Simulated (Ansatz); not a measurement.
Formation energy of LiH

The computed numbers are results of PBEsol, scalar-relativistic (no spin polarisation) in the plane-wave PAW code Ansatz at 420 eV, 14×14×14 k-mesh, Gaussian smearing of 0.05 eV. The datasets are Ansatz's generated set soft_2.

The chain of runs began from a cell as deposited in COD, expanded in volume.

The structure is cubic, space group Fm-3m (No. 225). The conventional cell has a = 3.980 Å, b = 3.980 Å, c = 3.980 Å, α = 90.00°, β = 90.00°, γ = 90.00°. Li (site symmetry m-3m) has 6 H at 1.99 Å as nearest neighbours. H (site symmetry m-3m) is surrounded by 6 Li at 1.99 Å. (Shells end 15 % past the nearest neighbour.)

The elements were computed in their standard states (gases as isolated molecules) with the same datasets, cutoff and functional. Absolute energies hang on the potentials; compare differences alone.

Energy of the relaxed cell (2 atoms, smearing extrapolated to zero): -219.503 eV. Elements, in eV/atom: Li -202.997, H -15.609.

Problem. What is the formation energy?

Solution. [-219.503 − (1 × -202.997 + 1 × -15.609)] / 2 = -0.45 eV/atom, or -43 kJ per mole of atoms.

The value is for 0 K, without zero-point energy and without any correction for the binding of gas molecules. A negative value shows stability against the elements alone, not against other compounds or structures.

Formal charges Li⁺, H⁻ balance and leave closed shells on every ion, so a band insulator is expected, and the gap is 2.73 eV.

Semilocal functionals underestimate band gaps, commonly by a third or more. The relaxed cell is 7 % smaller in volume than the cell of this structure in the Crystallography Open Database (8.45 Å³/atom, 2007).
